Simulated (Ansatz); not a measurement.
# ZrN: the cost of one run

Program: Ansatz 0.2.0. Level of theory: DFT PBE, scalar-relativistic, plane waves, PAW. These are calculated values, not measurements.

1 further run of the same task is left out (set aside as unsound or not needed).

**1. The structure to begin with**

The structure is cubic, space group Fm-3m (No. 225). Conventional cell: a = 4.595 Å, b = 4.595 Å, c = 4.595 Å, α = 90.00°, β = 90.00°, γ = 90.00°. Zr (site symmetry m-3m) has 6 N at 2.30 Å as nearest neighbours. Around N (site symmetry m-3m) lie 6 Zr at 2.30 Å.

As a file:

```xyz
2
Lattice="0.0000 2.2973 2.2973 2.2973 0.0000 2.2973 2.2973 2.2973 0.0000" Properties=species:S:1:pos:R:3 pbc="T T T"
Zr    0.0000    0.0000    0.0000
N     2.2973    2.2973    2.2973
```

It is the result of an earlier relaxation at this level (volume 12.12 Å³/atom; gap on the mesh: none (metal)).

**2. The bulk in the cell of the plane**

Contents of input.yaml:

```yaml
crystal:
  lattice:
    - [3.2489094157, 0.0, 0.0]
    - [-1.6244547079, 2.8136380886, 0.0]
    - [1.6244547079, 0.9378793629, 2.6527234297]
  atoms:
    - { symbol: Zr, position: [0.0, 0.0, 0.0] }
    - { symbol: "N", position: [0.0, 0.5, 0.5] }
basis:
  ecutwfc: 420
kpoints:
  mp_grid: { grid: [12, 12, 13] }
hamiltonian:
  xc: pbe
scf:
  occupations: { method: gaussian, width: 0.1 }
output:
  forces: true
  stress: true
  eigenvalues: true
```

On the command line:

```bash
$ ansatz run input.yaml --threads 1 --pin off --max-ram 2560MiB --backend cpu --events-out ev --progress --plain --runs-dir out
```

Q: Estimate wall time and peak memory on 1 thread of Intel Xeon Platinum 8259CL at 2.50GHz (Skylake/Cascade Lake), shared host.

About 11 s, with a peak of 0.5 GiB.
